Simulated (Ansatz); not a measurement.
Space group Fm-3m (No. 225). a = 3.158 Å, b = 3.158 Å, c = 3.158 Å, α = 90.00°, β = 90.00°, γ = 90.00°
```
atom  site  symmetry       x       y       z
  Be    4b      m-3m  0.0000  0.5000  0.0000
```

Equation of state of this Be structure (not necessarily the ground state), with shape and atoms relaxed at each volume where symmetry leaves them free. It has no gap at any of these volumes. Theory: DFT PBE, scalar-relativistic, plane waves, PAW in Ansatz 0.2.0.

Settings: cutoff 420 eV, Γ-centred mesh 32×32×32 on the computed 1-atom cell, Gaussian smearing of 0.10 eV; no spin polarisation.

```tsv
V (Å³/atom)	E − E(largest V) (meV/atom)	P (GPa)
6.926	25.69	19.19
7.163	1.82	13.33
7.399	-13.95	8.22
7.635	-22.66	3.81
7.871	-25.33	0.01
8.107	-22.82	-3.31
8.343	-15.74	-6.25
8.658	0.00	-9.69
```

Question: Fit a third-order Birch–Murnaghan equation, E = E0 + (9V0B0/16)·[(x − 1)³B0' + (x − 1)²(6 − 4x)] with x = (V0/V)^(2/3), to E(V).

Answer: V0 = 7.87 Å³/atom, B0 = 119 GPa, B0' = 3.7.

The cell was found from a structure generator's guess, not taken from experiment.
